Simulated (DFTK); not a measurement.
# Ag under changes of volume

One of the cells (17.048 Å³/atom); the others are scaled copies at fixed shape and fractional positions:

```
Ag
1.0
     0.00000    2.04275    2.04275
     2.04275    0.00000    2.04275
     2.04275    2.04275    0.00000
Ag
1
Direct
  0.00000 0.00000 0.00000
```

| Property | Result |
| --- | --- |
| Program | DFTK 0.8.2 |
| Functional | PBEsol |
| Potentials or basis | dojo.nc.sr.pbesol.v0_4_1.standard.upf (PBEsol) |
| Cutoff | 1116 eV |
| k mesh | 7 × 7 × 7 |
| Occupations | fermi-dirac, width 0.05 eV |
| Spin | no spin polarisation |

```tsv
volume (Å³/atom)	energy over the lowest point (meV/atom)	pressure (GPa)
16.025	?	?
16.366	1.12	1.6
16.707	0.00	-0.9
17.048	4.03	-3.2
17.389	12.49	-5.1
17.730	24.81	-6.8
18.071	40.52	-8.3
```

Task: What does the run at 16.025 Å³/atom give?

Result: Energy over the lowest point 8.09 meV/atom; pressure 4.6 GPa.

Worked out: A Birch-Murnaghan fit of order 3 (a polynomial in V^(-2/3)) to the other rows has its minimum at 16.60 Å³/atom with B0 = V·E''(V) = 122 GPa and B' = 5.7. It gives 8.10 meV/atom at 16.025 Å³/atom, against the run's 8.09, and -dE/dV = 4.8 GPa, against 4.6.

Energies are extrapolated to zero smearing.

Caveats: all runs use coarse meshes.
